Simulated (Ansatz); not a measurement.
Runs of Ansatz 0.2.0 on Ga. It takes space group C2/c (No. 15, monoclinic). Conventional cell: a = 2.766 Å, b = 8.053 Å, c = 3.332 Å, α = 90.00°, β = 92.02°, γ = 90.00°. Ga (site symmetry 2) is surrounded by 8 Ga at 2.69 to 2.92 Å. This isn't the form of Ga at room conditions, which is orthorhombic.

| level | cutoff (eV) | gap on the mesh (eV) | pressure (GPa) | largest force (eV/Å) |
| --- | --- | --- | --- | --- |
| LDA | 420 | none | -4.0 | 0.18 |
| RPBE | 420 | none | 3.6 | 0.21 |
| PBEsol | 420 | none | (a) | 0.20 |
| revPBE | 420 | none | (b) | 0.21 |
| r2SCAN | 500 | none | -1.4 | (c) |

Alike in all rows: task band structure; potentials or basis Ansatz PAW; no spin polarisation; cell as given; k mesh 10 × 10 × 8; smearing fermi-dirac 0.05 eV.

**Question.** Fill in the values left out.

**Answer.** (a) -2.0; (b) 3.1; (c) 0.22.

Caveats: the PAW data sets come from PBE, with cores solved anew for the run's functional, which leaves a small shift of forces and pressure.

A k mesh can miss the band edges, and the runs leave out spin-orbit coupling on Ga.

A gap of «none» marks a metal or a gap under the smearing width.

Runs at the PBE level aren't shown here.
